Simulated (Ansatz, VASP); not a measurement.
## Cs: VASP beside Ansatz

```
Cs
1.0
    -2.55385    2.55385    9.59607
     2.55385   -2.55385    9.59607
     2.55385    2.55385   -9.59607
Cs
2
Cartesian
  0.0000 0.0000 9.5961
  2.5538 0.0000 4.7980
```

This isn't the form of Cs at room conditions, which is bcc.

Alike in both runs: task single point; functional RPBE; k mesh 7 × 7 × 7; occupations gaussian, width 0.02 eV; no spin polarisation.

|  | VASP | Ansatz |
| --- | --- | --- |
| version | VASP 6.6.1 | Ansatz 0.2.0 |
| potentials or method | VASP PAW PBE potentials, release 64 (Cs_sv) | Ansatz PAW |
| plane-wave cutoff (eV) | 520 | 420 |
| valence electrons in the cell | 18 | 18 |

```tsv
	VASP	Ansatz	Ansatz less VASP
gap on the k mesh at the Fermi level (eV)	none	none	-
pressure (GPa)	0.2	0.2	+0.01
largest component of the traceless stress (GPa)	0.08	0.08	-0.001
```

A gap of «none» marks a metal or a gap that the smearing closes.

Caveats: the PAW data sets were made with another functional, which shifts forces and pressure a little (VASP); the PAW data sets come from PBE, with cores solved anew for the run's functional, which leaves a small shift of forces and pressure (Ansatz). Spin-orbit coupling is left out, which matters for the levels of Cs.
